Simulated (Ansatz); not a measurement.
Write the native input for Ansatz 0.2.0 that does the following.

* Task: single point
* Functional: PBEsol
* Potentials or basis: Ansatz PAW
* Cutoff: 420 eV (not typed: the program's choice for these potentials)
* k mesh: 10 × 10 × 6
* Occupations: fermi-dirac, width 0.05 eV
* Spin: no spin polarisation

Ta2N:

```xyz
3
Lattice="3.1129 0.0000 0.0000 -1.5564 2.6958 0.0000 0.0000 0.0000 4.8698" Properties=species:S:1:pos:R:3 pbc="T T T"
Ta    0.0000    1.7972    1.2404
Ta    1.5564    0.8986    3.6294
N     0.0000    0.0000    0.0000
```

The cell comes from a database or a generator and needn't be the stable form of this composition.

The input as run:

input.yaml

```yaml
crystal:
  lattice:
    - [3.112861506, 0.0, 0.0]
    - [-1.556430753, 2.6958171426, 0.0]
    - [0.0, 0.0, 4.869841]
  atoms:
    - { symbol: Ta, position: [0.3333333333, 0.6666666667, 0.254711] }
    - { symbol: Ta, position: [0.6666666667, 0.3333333333, 0.745289] }
    - { symbol: "N", position: [0.0, 0.0, 0.0] }
hamiltonian:
  xc: pbesol
  pseudopotentials: { kind: paw }
kpoints:
  mp_grid: { grid: [10, 10, 6] }
scf:
  occupations: { method: fermi_dirac, width: 0.05 }
output:
  forces: true
  stress: true
  eigenvalues: true
```

Potentials or basis: Ansatz PAW.

Run with:

```bash
$ ansatz run input.yaml --threads 2 --pin off --max-ram 5632MiB --backend cpu --events-out ev --progress --plain --runs-dir out
```

It gave:

- Pressure: -9.1 GPa
- Largest force: 0.297 eV/Å
- Band gap on the k mesh: none (metal or under the smearing width)

Caveat: the PAW data sets come from PBE, with cores solved anew for the run's functional, which leaves a small shift of forces and pressure.

Run time: 1.4 s on 2 threads of Arm Neoverse V2 (shared host), peak memory 0.33 GiB.
